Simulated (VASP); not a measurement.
# C (Fd-3m) in VASP: notebook

One crystal, C, is run at these levels: PBEsol, PBE; tasks: elastic constants, band structure.

Program: VASP 6.6.1. These are calculated values, not measurements. Logs are shortened: lines on timing, memory, paths and dates and some standing lists are left out, and cuts for length are marked.

### Step 1. The structure

It takes space group Fd-3m (No. 227, cubic). Conventional cell: a = 3.555 Å, b = 3.555 Å, c = 3.555 Å, α = 90.00°, β = 90.00°, γ = 90.00°. Around C (site symmetry -43m) lie 4 C at 1.54 Å.

This isn't the form of C at room conditions, which is graphite.

### Step 2. Elastic constants, PBEsol

POSCAR

```
C
1.0
    0.0000000000      1.7774542777      1.7774542777
    1.7774542777      0.0000000000      1.7774542777
    1.7774542777      1.7774542777      0.0000000000
  C
     2
Direct
     0.0000000000000000    0.0000000000000000    0.0000000000000000
     0.2500000000000000    0.2500000000000000    0.2500000000000000
```

INCAR.step1

```
SYSTEM = C
PREC     = Accurate       ! precision mode
ENCUT    = 600            ! plane-wave cutoff, eV
EDIFF    = 1E-8           ! SCF threshold, eV
ISMEAR   = 0              ! smearing method
SIGMA    = 0.03           ! smearing width, eV
LREAL    = .False.        ! projectors in reciprocal space
LASPH    = .True.         ! aspherical terms in the spheres
NELM     = 80             ! most SCF steps
ALGO     = Normal         ! electronic algorithm
ISIF     = 3              ! what is computed and relaxed
LWAVE    = .False.        ! write WAVECAR
LCHARG   = .False.        ! write CHGCAR
GGA      = PS             ! functional
IBRION   = 2              ! ionic algorithm
NSW      = 40             ! ionic steps
EDIFFG   = -0.002         ! ionic threshold
```

INCAR.step2

```
SYSTEM = C
PREC     = Accurate       ! precision mode
ENCUT    = 600            ! plane-wave cutoff, eV
EDIFF    = 1E-8           ! SCF threshold, eV
ISMEAR   = 0              ! smearing method
SIGMA    = 0.03           ! smearing width, eV
LREAL    = .False.        ! projectors in reciprocal space
LASPH    = .True.         ! aspherical terms in the spheres
NELM     = 80             ! most SCF steps
ALGO     = Normal         ! electronic algorithm
ISIF     = 3              ! what is computed and relaxed
LWAVE    = .False.        ! write WAVECAR
LCHARG   = .False.        ! write CHGCAR
GGA      = PS             ! functional
IBRION   = 6              ! ionic algorithm
NFREE    = 2            
POTIM    = 0.015          ! step
NSW      = 1              ! ionic steps
```

KPOINTS

```
regular mesh
0
Gamma
  14 14 14
  0 0 0
```

Potentials or basis: VASP PAW PBE potentials, release 64 (C).

Started as:

```console
> cat potpaw_PBE.64/C/POTCAR > POTCAR
> cp INCAR.step1 INCAR
> mpirun -np 1 vasp_std > vasp.out
> cp CONTCAR POSCAR
> cp INCAR.step2 INCAR
> mpirun -np 1 vasp_std > vasp.out
```

OUTCAR:

```text
SYSTEM = C
   PREC = Accurate
   ENCUT = 600
   EDIFF = 1E-8
   ISMEAR = 0
   LREAL = .False.
   LASPH = .True.
   NELM = 80
   ISIF = 3
   GGA = PS
   IBRION = 6
   NFREE = 2
   POTIM = 0.015
   NSW = 1

 ion  position               nearest neighbor table
   1  0.000  0.000  0.000-   2 1.54   2 1.54   2 1.54   2 1.54
   2  0.250  0.250  0.250-   1 1.54   1 1.54   1 1.54   1 1.54

  LATTYP: Found a face centered cubic cell.
 ALAT       =     3.5549085554

  Lattice vectors:

 A1 = (   0.0000000000,   1.7774542777,   1.7774542777)
 A2 = (   1.7774542777,   0.0000000000,   1.7774542777)
 A3 = (   1.7774542777,   1.7774542777,   0.0000000000)

Analysis of symmetry for initial positions (statically):
=====================================================================
 Subroutine PRICEL returns:
 Original cell was already a primitive cell.

 Routine SETGRP: Setting up the symmetry group for a
 face centered cubic supercell.

 Subroutine GETGRP returns: Found 48 space group operations
 (whereof 24 operations were pure point group operations)
 out of a pool of 48 trial point group operations.

The static configuration has the point symmetry T_d .
 The point group associated with its full space group is O_h .

Analysis of symmetry for dynamics (positions and initial velocities):
=====================================================================
 Subroutine PRICEL returns:
 Original cell was already a primitive cell.

 Routine SETGRP: Setting up the symmetry group for a
 face centered cubic supercell.

 Subroutine GETGRP returns: Found 48 space group operations
 (whereof 24 operations were pure point group operations)
 out of a pool of 48 trial point group operations.

The dynamic configuration has the point symmetry T_d .
 The point group associated with its full space group is O_h .

 Subroutine INISYM returns: Found 48 space group operations
 (whereof 24 operations are pure point group operations),
 and found     1 'primitive' translations

----------------------------------------------------------------------------------------

                                     Primitive cell

  volume of cell :      11.2312

  direct lattice vectors                    reciprocal lattice vectors
     0.000000000  1.777454278  1.777454278    -0.281301188  0.281301188  0.281301188
     1.777454278  0.000000000  1.777454278     0.281301188 -0.281301188  0.281301188
     1.777454278  1.777454278  0.000000000     0.281301188  0.281301188 -0.281301188

  length of vectors
     2.513699946  2.513699946  2.513699946     0.487227950  0.487227950  0.487227950

  position of ions in fractional coordinates (direct lattice)
     0.000000000  0.000000000  0.000000000
     0.250000000  0.250000000  0.250000000

  ion indices of the primitive-cell ions
   primitive index   ion index
                 1           1
                 2           2

----------------------------------------------------------------------------------------

 KPOINTS: regular mesh

Automatic generation of k-mesh.
 Grid dimensions read from file:
 generate k-points for:   14   14   14

 Generating k-lattice:

  Cartesian coordinates                     Fractional coordinates (reciprocal lattice)
    -0.020092942  0.020092942  0.020092942     0.071428571  0.000000000  0.000000000
     0.020092942 -0.020092942  0.020092942     0.000000000  0.071428571  0.000000000
     0.020092942  0.020092942 -0.020092942     0.000000000  0.000000000  0.071428571

  Length of vectors
     0.034801996  0.034801996  0.034801996

  Shift w.r.t. Gamma in fractional coordinates (k-lattice)
     0.000000000  0.000000000  0.000000000

 Subroutine IBZKPT returns following result:
[... 102 lines left out ...]

  FORCE on cell =-STRESS in cart. coord.  units (eV):
  Direction    XX          YY          ZZ          XY          YZ          ZX
  --------------------------------------------------------------------------------------
  -------------------------------------------------------------------------------------
  Total        0.0013044      0.0013044      0.0013044      0.0000000      0.0000000      0.0000000
  in kB        0.1860824      0.1860824      0.1860824      0.0000000      0.0000000      0.0000000
  external PRESSURE =       0.1860824 kB  Pullay stress =       0.0000000 kB
[... 89 lines left out ...]
  FREE ENERGIE OF THE ION-ELECTRON SYSTEM (eV)
  ---------------------------------------------------
  free  energy   TOTEN  =       -19.2457767389 eV

  energy  without entropy=      -19.2457767389  energy(sigma->0) =      -19.24577674

 E-fermi :   9.9350     XC(G=0): -13.4088

 val. band max:        9.7133675473   @ k =   0.0000   0.0000   0.0000
 cond. band min:      13.5181061334   @ k =   0.3571   0.0000   0.3571
 fundamental gap:      3.8047385861
 Fermi energy:         9.9349816030

 k-point     1 :       0.0000    0.0000    0.0000
  band No.  band energies     occupation
      1     -11.8178      2.00000
      2       9.4858      2.00000
      3       9.7134      2.00000
      4       9.7134      2.00000
      5      15.1051      0.00000
      6      15.1051      0.00000
      7      15.2864      0.00000
      8      22.8901      0.00000
[... 243 lines left out ...]
 k-point    24 :       0.2857    0.1429    0.0000
  band No.  band energies     occupation
      1      -9.7964      2.00000
      2       3.6477      2.00000
      3       6.4199      2.00000
      4       6.9152      2.00000
      5      15.6412      0.00000
      6      19.4648      0.00000
      7      19.6240      0.00000
      8      21.9151      0.00000

 [... further k-points ...]

[... ionic steps 4 to 12 ...]

--------------------------------------- Ionic step       13  -------------------------------------------

 number of electron       7.9999999 magnetization

------------------------ aborting loop because EDIFF is reached ----------------------------------------
[... 67 lines left out ...]
--------------------------------------- Ionic step       15  -------------------------------------------

 number of electron       7.9999999 magnetization

 Free energy of the ion-electron system (eV)
  ---------------------------------------------------
  ext. energy  EPLUGINS =         0.00000000
  ---------------------------------------------------
  free energy    TOTEN  =       -19.25007115 eV

  energy without entropy =      -19.25007115  energy(sigma->0) =      -19.25007115

 E-fermi :  10.2679     XC(G=0): -13.4821

 val. band max:       10.0846016594   @ k =   0.0000   0.0000   0.0000
 cond. band min:      13.8771011382   @ k =   0.3571   0.3571   0.0000
 fundamental gap:      3.7924994788
 Fermi energy:        10.2679091232

 k-point     1 :       0.0000    0.0000    0.0000
  band No.  band energies     occupation
      1     -11.8034      2.00000
      2       9.6207      2.00000
      3       9.8558      2.00000
      4      10.0846      2.00000
      5      15.2170      0.00000
      6      15.4154      0.00000
      7      15.6248      0.00000
      8      23.4477      0.00000
[... 282 lines left out ...]
  FREE ENERGIE OF THE ION-ELECTRON SYSTEM (eV)
  ---------------------------------------------------
  free  energy   TOTEN  =       -19.2500711486 eV

  energy  without entropy=      -19.2500711486  energy(sigma->0) =      -19.25007115

 INTERNAL STRAIN TENSORS FROM STRAINED CELLS
 ============================================

 INTERNAL STRAIN TENSOR FOR ION    1 for displacements in x,y,z  (eV/Angst):
          X           Y           Z          XY          YZ          ZX
  --------------------------------------------------------------------------------
  x     0.00000     0.00000     0.00000    -0.00000     4.01138    -0.00000
  y    -0.00000     0.00000     0.00000    -0.00000     0.00000     4.01118
  z     0.00000     0.00000     0.00000     4.01183     0.00000    -0.00000

 INTERNAL STRAIN TENSORS FROM DISPLACED ATOMS
 ============================================

 INTERNAL STRAIN TENSOR FOR ION    1 for displacements in x,y,z  (eV/Angst):
          X           Y           Z          XY          YZ          ZX
  --------------------------------------------------------------------------------
  x     0.00000     0.00000     0.00000     0.00000     4.00941     0.00000
  y     0.00000     0.00000     0.00000     0.00000     0.00000     4.00941
  z     0.00000     0.00000     0.00000     4.00941     0.00000     0.00000

 INTERNAL STRAIN TENSOR FOR ION    2 for displacements in x,y,z  (eV/Angst):
          X           Y           Z          XY          YZ          ZX
  --------------------------------------------------------------------------------
  x     0.00000     0.00000     0.00000     0.00000    -4.00941     0.00000
  y     0.00000     0.00000     0.00000     0.00000     0.00000    -4.00941
  z     0.00000     0.00000     0.00000    -4.00941     0.00000     0.00000

 Eigenvectors and eigenvalues of the dynamical matrix
 ----------------------------------------------------

   1 f  =   39.232455 THz   246.504787 2PiTHz 1308.653848 cm-1   162.252325 meV
             X         Y         Z           dx          dy          dz
      0.000000  0.000000  0.000000     0.000000   -0.707107    0.000000
      0.888727  0.888727  0.888727     0.000000    0.707107    0.000000
[... 21 lines left out ...]
   6 f  =    0.000000 THz     0.000000 2PiTHz    0.000000 cm-1     0.000000 meV
             X         Y         Z           dx          dy          dz
      0.000000  0.000000  0.000000     0.000000    0.000000    0.707107
      0.888727  0.888727  0.888727     0.000000    0.000000    0.707107

--------------------------------------------------------------------------------------------------------

 ELASTIC MODULI CONTR FROM IONIC RELAXATION (kBar)
 Direction    XX          YY          ZZ          XY          YZ          ZX
 --------------------------------------------------------------------------------
 XX           0.0000      0.0000      0.0000      0.0000      0.0000      0.0000
 YY           0.0000      0.0000      0.0000      0.0000      0.0000      0.0000
 ZZ           0.0000      0.0000      0.0000      0.0000      0.0000      0.0000
 XY           0.0000      0.0000      0.0000    -60.6329      0.0000      0.0000
 YZ           0.0000      0.0000      0.0000      0.0000    -60.6329      0.0000
 ZX           0.0000      0.0000      0.0000      0.0000      0.0000    -60.6329
 --------------------------------------------------------------------------------

 TOTAL ELASTIC MODULI (kBar)
 Direction    XX          YY          ZZ          XY          YZ          ZX
 --------------------------------------------------------------------------------
 XX       10679.4995   1398.4195   1398.4195      0.0000      0.0000     -0.0000
 YY        1398.4195  10679.4995   1398.4195     -0.0000      0.0000     -0.0000
 ZZ        1398.4195   1398.4195  10679.4995      0.0000     -0.0000     -0.0000
 XY           0.0000     -0.0000      0.0000   5743.8928      0.0000      0.0000
 YZ           0.0000      0.0000     -0.0000      0.0000   5743.8928      0.0000
 ZX          -0.0000     -0.0000     -0.0000      0.0000      0.0000   5743.8928
 --------------------------------------------------------------------------------
```

Run time: 6.9 min. Hardware: 1 thread of AMD EPYC 7R43 (Zen 3), shared host; peak memory 0.21 GiB.

Results:

| Property | Result |
| --- | --- |
| Elastic constants C11, C12, C44 | 1068, 140, 574 GPa |
| Voigt bulk modulus | 449 GPa |
| Highest phonon frequency at Γ | 1309 cm⁻¹ |

Phonon frequencies in cm⁻¹ (negative: imaginary):
| q point | frequencies |
| --- | --- |
| (0.000, 0.000, 0.000) | 0 0 0 1309 1309 1309 |

Elastic tensor in Voigt notation (GPa, in the Cartesian axes of the cell as first typed):
```
1068  140  140    0    0    0
 140 1068  140    0    0    0
 140  140 1068    0    0    0
   0    0    0  574    0    0
   0    0    0    0  574    0
   0    0    0    0    0  574
```

Clamped-ion elastic tensor (GPa):
```
1068  140  140    0    0    0
 140 1068  140    0    0    0
 140  140 1068    0    0    0
   0    0    0  580    0    0
   0    0    0    0  580    0
   0    0    0    0    0  580
```

Caveat: the PAW data sets were made with another functional, which shifts forces and pressure a little.

### Step 3. Band structure, PBE

INCAR

```
PREC = Accurate ; ENCUT = 520
EDIFF = 1E-7 ; ISMEAR = 0
SIGMA = 0.03 ; LREAL = False
LASPH = True ; NELM = 80
ALGO = Normal ; ISIF = 2
LWAVE = False ; LCHARG = False
GGA = PE
```

KPOINTS

```
Automatic mesh
0
Gamma
  14 14 14
```

POSCAR, as its differences from that of step 2:

```diff
@@ -1,2 +1,2 @@
-C
+C                                       
 1.0
@@ -5,3 +5,3 @@
     1.7774542777      1.7774542777      0.0000000000
-  C
+  C             
      2
```

KPOINTS_OPT

```
explicit points
202
Reciprocal
 0.0000000000  0.0000000000  0.0000000000 1
 0.0555555556  0.0000000000  0.0555555556 1
 0.1111111111  0.0000000000  0.1111111111 1
 0.1666666667  0.0000000000  0.1666666667 1
 0.2222222222  0.0000000000  0.2222222222 1
 0.2777777778  0.0000000000  0.2777777778 1
[... 194 lines left out ...]
 0.4929755100  0.0070244900  0.5000000000 1
 0.5070244900 -0.0070244900  0.5000000000 1
```

Potentials or basis: VASP PAW PBE potentials, release 64 (C).

Started as:

```console
> cat potpaw_PBE.64/C/POTCAR > POTCAR
> mpirun -np 1 vasp_std > vasp.out
```

It took 8.9 s on 1 thread of Intel Xeon 6975P-C (Granite Rapids), shared host; peak memory 0.12 GiB.

It converged, with:

| Item | Value |
| --- | --- |
| Free energy | -18.1818 eV |
| Pressure | 7.0 GPa |
| Band gap on the k mesh | 4.15 eV, indirect (least direct gap 5.62 eV) |
| Band gap along the path | 4.17 eV, indirect (least direct gap 5.62 eV) |

Levels at the corners of the path, in eV from the valence-band top:
| point | band 2 | band 3 | band 4 | band 5 | band 6 | band 7 |
| --- | --- | --- | --- | --- | --- | --- |
| Γ | 0.00 | 0.00 | 0.00 | 5.62 | 5.62 | 5.62 |
| X | -12.83 | -6.36 | -6.36 | 4.78 | 4.78 | 16.96 |
| X | -12.83 | -6.36 | -6.36 | 4.78 | 4.78 | 16.96 |
| W | -12.03 | -8.41 | -8.41 | 10.67 | 10.67 | 12.45 |
| W | -12.03 | -8.41 | -8.41 | 10.67 | 10.67 | 12.45 |
| K | -11.80 | -9.41 | -5.42 | 5.70 | 10.82 | 14.48 |
| K | -11.80 | -9.41 | -5.42 | 5.70 | 10.82 | 14.48 |
| Γ | 0.00 | 0.00 | 0.00 | 5.62 | 5.62 | 5.62 |
| Γ | 0.00 | 0.00 | 0.00 | 5.62 | 5.62 | 5.62 |
| L | -13.48 | -2.83 | -2.83 | 8.50 | 8.50 | 8.98 |
| L | -13.48 | -2.83 | -2.83 | 8.50 | 8.50 | 8.98 |
| U | -11.80 | -9.41 | -5.42 | 5.70 | 10.82 | 14.48 |
| U | -11.80 | -9.41 | -5.42 | 5.70 | 10.82 | 14.48 |
| W | -12.03 | -8.41 | -8.41 | 10.67 | 10.67 | 12.45 |
| W | -12.03 | -8.41 | -8.41 | 10.67 | 10.67 | 12.45 |
| L | -13.48 | -2.83 | -2.83 | 8.50 | 8.50 | 8.98 |
| L | -13.48 | -2.83 | -2.83 | 8.50 | 8.50 | 8.98 |
| K | -11.80 | -9.41 | -5.42 | 5.70 | 10.82 | 14.48 |
| U | -11.80 | -9.41 | -5.42 | 5.70 | 10.82 | 14.48 |
| X | -12.83 | -6.36 | -6.36 | 4.78 | 4.78 | 16.96 |
